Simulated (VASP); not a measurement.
# C (P6_3/mmc) in VASP: relaxation of cell and atoms with PBE+D3(BJ)

Aim: the relaxation of cell and atoms of C with PBE+D3(BJ).

Program: VASP 6.6.1. These are calculated values, not measurements. Logs are shortened: lines on timing, memory, paths and dates and some standing lists are left out, and cuts for length are marked.

## (1) Starting point

The structure is hexagonal, space group P6_3/mmc (No. 194). Conventional cell: a = 2.456 Å, b = 2.456 Å, c = 6.696 Å, α = 90.00°, β = 90.00°, γ = 120.00°. Around C (site symmetry -6m2) lie 3 C at 1.42 Å. C (site symmetry -6m2) is surrounded by 3 C at 1.42 Å.

## (2) Relaxation of cell and atoms, PBE+D3(BJ)

Input file INCAR:

```
PREC = Accurate
ENCUT = 520
EDIFF = 0.05
ISMEAR = 0
SIGMA = 0.02
LREAL = F
LASPH = T
NELM = 80
ALGO = Normal
ISIF = 3
LWAVE = F
LCHARG = F
GGA = PE
IVDW = 12
IBRION = 2
NSW = 80
EDIFFG = -0.002
```

Input file KPOINTS:

```
regular mesh
0
Gamma
  15 15 6
```

Input file POSCAR:

```
C
1.0
    2.4560000000      0.0000000000      0.0000000000
   -1.2280000000      2.1269583900      0.0000000000
    0.0000000000      0.0000000000      6.6960000000
C
4
Direct
    0.0000000000      0.0000000000      0.7500000000
    0.0000000000      0.0000000000      0.2500000000
    0.3333333300      0.6666666700      0.7500000000
    0.6666666700      0.3333333300      0.2500000000
```

Potentials or basis: VASP PAW PBE potentials, release 64 (C).

Command:

```bash
$ cat potpaw_PBE.64/C/POTCAR > POTCAR
$ mpirun -np 1 vasp_std > vasp.out
```

OUTCAR:

```text
PREC = Accurate
   ENCUT = 520
   EDIFF = 0.05
   ISMEAR = 0
   LREAL = F
   LASPH = T
   NELM = 80
   ISIF = 3
   GGA = PE
   IVDW = 12
   IBRION = 2
   NSW = 80
   EDIFFG = -0.002
 IVDW          = 12

 ion  position               nearest neighbor table
   1  0.000  0.000  0.750-   3 1.42   3 1.42   3 1.42
   2  0.000  0.000  0.250-   4 1.42   4 1.42   4 1.42
   3  0.333  0.667  0.750-   1 1.42   1 1.42   1 1.42
   4  0.667  0.333  0.250-   2 1.42   2 1.42   2 1.42

  LATTYP: Found a hexagonal cell.
 ALAT       =     2.4560000000
 C/A-ratio  =     2.7263843648

  Lattice vectors:

 A1 = (   2.4560000000,   0.0000000000,   0.0000000000)
 A2 = (  -1.2280000000,   2.1269583900,   0.0000000000)
 A3 = (   0.0000000000,   0.0000000000,   6.6960000000)

Analysis of symmetry for initial positions (statically):
=====================================================================
 Subroutine PRICEL returns:
 Original cell was already a primitive cell.

 Routine SETGRP: Setting up the symmetry group for a
 hexagonal supercell.

 Subroutine GETGRP returns: Found 24 space group operations
 (whereof 12 operations were pure point group operations)
 out of a pool of 24 trial point group operations.

The static configuration has the point symmetry D_3d.
 The point group associated with its full space group is D_6h.

Analysis of symmetry for dynamics (positions and initial velocities):
=====================================================================
 Subroutine PRICEL returns:
 Original cell was already a primitive cell.

 Routine SETGRP: Setting up the symmetry group for a
 hexagonal supercell.

 Subroutine GETGRP returns: Found 24 space group operations
 (whereof 12 operations were pure point group operations)
 out of a pool of 24 trial point group operations.

The dynamic configuration has the point symmetry D_3d.
 The point group associated with its full space group is D_6h.

 Subroutine INISYM returns: Found 24 space group operations
 (whereof 12 operations are pure point group operations),
 and found     1 'primitive' translations

----------------------------------------------------------------------------------------

                                     Primitive cell

  volume of cell :      34.9786

  direct lattice vectors                    reciprocal lattice vectors
     2.456000000  0.000000000  0.000000000     0.407166124  0.235077471  0.000000000
    -1.228000000  2.126958390  0.000000000     0.000000000  0.470154943  0.000000000
     0.000000000  0.000000000  6.696000000     0.000000000  0.000000000  0.149342891

  length of vectors
     2.456000000  2.455999999  6.696000000     0.470154942  0.470154943  0.149342891

  position of ions in fractional coordinates (direct lattice)
     0.000000000  0.000000000  0.750000000
     0.000000000  0.000000000  0.250000000
     0.333333330  0.666666670  0.750000000
     0.666666670  0.333333330  0.250000000

  ion indices of the primitive-cell ions
   primitive index   ion index
                 1           1
                 2           2
                 3           3
                 4           4

----------------------------------------------------------------------------------------

 KPOINTS: regular mesh

Automatic generation of k-mesh.
 Grid dimensions read from file:
 generate k-points for:   15   15    6

 Generating k-lattice:

  Cartesian coordinates                     Fractional coordinates (reciprocal lattice)
     0.027144408  0.015671831  0.000000000     0.066666667  0.000000000  0.000000000
     0.000000000  0.031343663  0.000000000     0.000000000  0.066666667  0.000000000
     0.000000000  0.000000000  0.024890482     0.000000000  0.000000000  0.166666667

  Length of vectors
     0.031343663  0.031343663  0.024890482

  Shift w.r.t. Gamma in fractional coordinates (k-lattice)
     0.000000000  0.000000000  0.000000000

 Subroutine IBZKPT returns following result:
 ===========================================

 Found    108 irreducible k-points:

 Following reciprocal coordinates:
            Coordinates               Weight
  0.000000  0.000000  0.000000      1.000000
  0.066667  0.000000  0.000000      6.000000
  0.133333  0.000000  0.000000      6.000000
  0.200000 -0.000000  0.000000      6.000000
  0.266667  0.000000  0.000000      6.000000
  0.333333  0.000000  0.000000      6.000000
[... 16 lines left out ...]
  0.333333  0.200000  0.000000     12.000000
  0.400000  0.200000  0.000000      6.000000
 [... further k-points ...]
   k-points           NKPTS =    108   k-points in BZ     NKDIM =    108   number of bands    NBANDS=     12
   number of dos      NEDOS =    301   number of ions     NIONS =      4
   total plane-waves  NPLWV =  16200
   dimension x,y,z NGX =    18 NGY =   18 NGZ =   50
   dimension x,y,z NGXF=    36 NGYF=   36 NGZF=  100
   ions per type =               4
   NGX,Y,Z   is equivalent  to a cutoff of  12.18, 12.18, 12.41 a.u.
   NGXF,Y,Z  is equivalent  to a cutoff of  24.37, 24.37, 24.83 a.u.
 SYSTEM =  unknown system
   PREC   = accura    normal or accurate (medium, high low for compatibility)
   ISTART =      0    job   : 0-new  1-cont  2-samecut
   ICHARG =      2    charge: 1-file 2-atom 10-const
   ISPIN  =      1    spin polarized calculation?
   LNONCOLLINEAR =      F non collinear calculations
   LSORBIT =      F    spin-orbit coupling
   LASPH  =      T    aspherical Exc in radial PAW
   ENCUT  =  520.0 eV  38.22 Ry    6.18 a.u.   4.57  4.57 12.45*2*pi/ulx,y,z
   NELM   =     80;   NELMIN=  2; NELMDL= -5     # of ELM steps
   EDIFF  = 0.5E-01   stopping-criterion for ELM
   LREAL  =      F    real-space projection
   EDIFFG = -.2E-02   stopping-criterion for IOM
   NSW    =     80    number of steps for IOM
   IBRION =      2    ionic relax: 0-MD 1-quasi-New 2-CG
   NFREE  =      1    steps in history (QN), initial steepest desc. (CG)
   ISIF   =      3    stress and relaxation
   ISYM   =      2    0-nonsym 1-usesym 2-fastsym
   POTIM  = 0.5000    time-step for ionic-motion
   TEBEG  =    0.0;   TEEND  =   0.0 temperature during run
   PSTRESS=    0.0 pullay stress
   NELECT =      16.0000    total number of electrons
   NUPDOWN=      -1.0000    fix difference up-down
   EMIN   =  10.00;   EMAX   =-10.00  energy-range for DOS
   EFERMI =   0.00;   METHOD = LEGACY
   ISMEAR =     0;   SIGMA  =   0.02  broadening in eV -4-tet -1-fermi 0-gaus
   EFERMI_NEDOS =   21; number of points for ismear=-14 and -15
   IALGO  =     38    algorithm
   IMIX   =      4    mixing-type and parameters
     AMIX     =   0.40;   BMIX     =  1.00
     AMIX_MAG =   1.60;   BMIX_MAG =  1.00
  volume/ion in A,a.u.               =       8.74        59.01
  Fermi-wavevector in a.u.,A,eV,Ry     =   1.261384  2.383670 21.648079  1.591089
  Thomas-Fermi vector in A             =   2.394846
   LORBIT       =      0    0 simple, 1 ext, 2 COOP (PROOUT), +10 PAW based schemes
   GGA     = PE    functional components
   LHFCALC =     F    Hartree Fock is set to
   AEXX    =    0.0000 exact exchange contribution
   IVDW    =    12    specifies the selected vdW correction
   LEPSILON=     F    determine dielectric tensor
   LRPA    =     F    only Hartree local field effects (RPA)
 conjugate gradient relaxation of ions
 non-spin polarized calculation
 Gauss-broadening in eV      SIGMA  =   0.02
  energy-cutoff  :      520.00
  volume of cell :       34.98
 maximum number of plane-waves:       979
   NGX =  9   NGY =  9   NGZ = 25

--------------------------------------- Ionic step        1  -------------------------------------------

 number of electron      15.9999994 magnetization

 Free energy of the ion-electron system (eV)
  ---------------------------------------------------
  ext. energy  EPLUGINS =         0.00000000
  ---------------------------------------------------
  free energy    TOTEN  =       -36.83417085 eV

  energy without entropy =      -36.83399387  energy(sigma->0) =      -36.83408236

------------------------ aborting loop because EDIFF is reached ----------------------------------------

 Edisp (eV)   -0.62732

 E8    (eV) :    -0.1778
[... 111 lines left out ...]
  FREE ENERGIE OF THE ION-ELECTRON SYSTEM (eV)
  ---------------------------------------------------
  free  energy   TOTEN  =       -37.4678010969 eV

  energy  without entropy=      -37.4676238330  energy(sigma->0) =      -37.46771246

 E-fermi :   4.3579     XC(G=0):  -9.9739

 val. band max:        4.3572029670   @ k =   0.3333   0.3333   0.5000
 cond. band min:       4.3620027554   @ k =   0.3333   0.3333   0.3333
 fundamental gap:      0.0047997884
 Fermi energy:         4.3578820073

 k-point     1 :       0.0000    0.0000    0.0000
  band No.  band energies     occupation
      1     -15.4963      2.00000
      2     -15.3147      2.00000
      3      -4.1393      2.00000
      4      -2.7244      2.00000
      5       1.3613      2.00000
      6       1.3613      2.00000
      7       1.3703      2.00000
      8       1.3703      2.00000
      9       8.0160      0.00000
     10      12.8894      0.00000
     11      12.8905      0.00000
     12      12.9180      0.00000
[... 331 lines left out ...]
 k-point    24 :       0.4000    0.2000    0.0000
  band No.  band energies     occupation
      1      -9.4283      2.00000
      2      -9.3672      2.00000
      3      -8.4961      2.00000
      4      -8.4553      2.00000
      5      -4.6275      2.00000
      6      -4.5694      2.00000
      7       2.5509      2.00000
      8       3.0186      2.00000
      9       5.6698      0.00000
     10       5.8208      0.00000
     11      15.2948      0.00000
     12      15.8067      0.00000

 [... further k-points ...]

[... ionic steps 4 to 48 ...]

--------------------------------------- Ionic step       49  -------------------------------------------

 number of electron      15.9999994 magnetization

------------------------ aborting loop because EDIFF is reached ----------------------------------------
[... 79 lines left out ...]
--------------------------------------- Ionic step       51  -------------------------------------------

 number of electron      15.9999994 magnetization

 Free energy of the ion-electron system (eV)
  ---------------------------------------------------
  ext. energy  EPLUGINS =         0.00000000
  ---------------------------------------------------
  free energy    TOTEN  =       -36.84294701 eV

  energy without entropy =      -36.84276672  energy(sigma->0) =      -36.84285686

 E-fermi :   4.6462     XC(G=0): -10.3072

 val. band max:        4.6440593178   @ k =   0.3333   0.3333   0.5000
 cond. band min:       4.6548631343   @ k =   0.3333   0.3333   0.3333
 fundamental gap:      0.0108038165
 Fermi energy:         4.6461960122

 k-point     1 :       0.0000    0.0000    0.0000
  band No.  band energies     occupation
      1     -14.9859      2.00000
      2     -14.6899      2.00000
      3      -3.8435      2.00000
      4      -1.8943      2.00000
      5       1.6328      2.00000
      6       1.6328      2.00000
      7       1.6509      2.00000
      8       1.6509      2.00000
      9       8.9286      0.00000
     10      12.9626      0.00000
     11      12.9628      0.00000
     12      13.0136      0.00000
[... 331 lines left out ...]
 k-point    24 :       0.4000    0.2000    0.0000
  band No.  band energies     occupation
      1      -9.0479      2.00000
      2      -8.9439      2.00000
      3      -8.0252      2.00000
      4      -7.9590      2.00000
      5      -4.2091      2.00000
      6      -4.1077      2.00000
      7       2.7520      2.00000
      8       3.4108      2.00000
      9       6.0047      0.00000
     10       6.1365      0.00000
     11      15.1535      0.00000
     12      15.8076      0.00000

 [... further k-points ...]

------------------------ aborting loop because EDIFF is reached ----------------------------------------

 Edisp (eV)   -0.62385

 E8    (eV) :    -0.1767
[... 27 lines left out ...]
  FREE ENERGIE OF THE ION-ELECTRON SYSTEM (eV)
  ---------------------------------------------------
  free  energy   TOTEN  =       -37.4667992111 eV

  energy  without entropy=      -37.4666189304  energy(sigma->0) =      -37.46670907

 reached required accuracy - stopping structural energy minimisation
```

Run time: 7.1 min. Hardware: 1 thread of Intel Xeon Platinum 8259CL at 2.50GHz (Skylake/Cascade Lake), shared host; peak memory 0.18 GiB.

Results:

- Free energy: -37.4668 eV
- Relaxed volume: 8.85 Å³/atom
- Relaxed cell: a = 2.466 Å, b = 2.466 Å, c = 6.723 Å, α = 90.00°, β = 90.00°, γ = 120.00°
- Space group after relaxing (to 0.05 Å): P6_3/mmc (No. 194)
- Energy gained by relaxing: 1.3 meV/atom
- Ionic steps: 51
- Pressure after relaxing: 0.0 GPa
- Band gap on the k mesh: none (metal or under the smearing width)
- Dispersion energy per atom: -0.156 eV

Step by step:
```
step  energy change (eV)  largest force (eV/Å)  pressure (GPa)  volume (Å³)
   1              0.0000                0.0000            4.61        34.98
   3             -0.0063                0.0000           -1.99        35.41
   5             -0.0053                0.0000            0.24        35.31
   7             -0.0053                0.0000            0.05        35.33
   9             -0.0053                0.0000            0.16        35.34
  11             -0.0053                0.0000            0.57        35.37
  13             -0.0054                0.0000            2.14        35.51
  15             -0.0051                0.0000            8.47        36.06
  17              0.0121                0.0000            2.63        36.45
  19              0.0084                0.0000            4.24        36.12
  21              0.0073                0.0000            4.44        36.08
  23              0.0071                0.0000            4.57        36.08
  25              0.0062                0.0000            4.30        36.10
  27              0.0028                0.0000            3.23        36.18
  29             -0.0025                0.0000           -0.90        36.48
  31             -0.0020                0.0000            0.73        36.37
  33             -0.0024                0.0000           -0.42        36.45
  35             -0.0025                0.0000           -0.50        36.43
  37             -0.0031                0.0000           -0.71        36.33
  39             -0.0064                0.0000           -1.52        35.91
  41             -0.0003                0.0000            3.07        34.24
  43             -0.0102                0.0000            4.70        34.89
  45             -0.0052                0.0000            1.78        35.23
  47             -0.0050                0.0000            1.15        35.32
  49             -0.0053                0.0000           -0.21        35.43
  51             -0.0053                0.0000            0.01        35.41
```

Final structure:
```
C
1.0
     2.46633    0.00000    0.00000
    -1.23316    2.13590    0.00000
     0.00000    0.00000    6.72266
C
4
Direct
  0.00000 0.00000 0.75000
  0.00000 0.00000 0.25000
  0.33333 0.66667 0.75000
  0.66667 0.33333 0.25000
```

Zero-point motion and thermal expansion aren't in these numbers.
